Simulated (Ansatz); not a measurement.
# F: the cost of one run

Computed with Ansatz 0.2.0 (DFT PBE, scalar-relativistic, plane waves, PAW, unless a step's input says otherwise).

1 further run of the same task is left out (set aside as unsound or not needed).

### Step 1. Starting point

The structure is orthorhombic, space group Cmce (No. 64). Conventional cell: a = 6.240 Å, b = 4.480 Å, c = 8.260 Å, α = 90.00°, β = 90.00°, γ = 90.00°. Cl (site symmetry m) is surrounded by 1 Cl at 2.02 Å.

Structure file:

```cif
data_structure
_symmetry_space_group_name_H-M 'P 1'
_symmetry_Int_Tables_number 1
_cell_length_a 3.8408
_cell_length_b 3.8408
_cell_length_c 8.2600
_cell_angle_alpha 90.000
_cell_angle_beta 90.000
_cell_angle_gamma 71.353
_cell_volume 115.45
loop_
_atom_site_label
_atom_site_type_symbol
_atom_site_fract_x
_atom_site_fract_y
_atom_site_fract_z
_atom_site_occupancy
Cl1 Cl 0.13000 0.87000 0.10000 1
Cl2 Cl 0.63000 0.37000 0.40000 1
Cl3 Cl 0.87000 0.13000 0.90000 1
Cl4 Cl 0.37000 0.63000 0.60000 1
```

The structure comes from the Crystallography Open Database.

### Step 2. Substitution of an element, cell strained: Cl → F, first probe

The change: F takes all sites of Cl, and lengths are scaled by 0.735 as a first guess of the size; strain xx, yy, zz, yz, xz, xy = +3.0, +6.8, +4.6, +0.0, +0.0, +0.0 %; atoms moved by 0.03 Å root mean square, at most 0.03 Å.

Contents of input.yaml:

```yaml
crystal:
  lattice:
    - [2.3634917647, -1.7591082353, 0.0]
    - [2.3634917647, 1.7591082353, 0.0]
    - [0.0, 0.0, 6.3518792647]
  atoms:
    - { symbol: F, position: [0.125393095, 0.874606905, 0.0973641246] }
    - { symbol: F, position: [0.625393095, 0.374606905, 0.4026358754] }
    - { symbol: F, position: [0.874606905, 0.125393095, 0.9026358754] }
    - { symbol: F, position: [0.374606905, 0.625393095, 0.5973641246] }
basis:
  ecutwfc: 420
kpoints:
  mp_grid: { grid: [6, 6, 4] }
hamiltonian:
  xc: pbe
scf:
  occupations: { method: gaussian, width: 0.1 }
output:
  forces: true
  stress: true
  eigenvalues: true
```

The run is started by

```sh
$ ansatz run input.yaml --threads 1 --pin off --max-ram 1331MiB --backend cpu --events-out ev --progress --plain --runs-dir out
```

**Question.** How long does this run take on 1 thread of an x86-64 CPU, shared host, and how much memory does it need?

About 1.5 s, with a peak of 0.35 GiB.
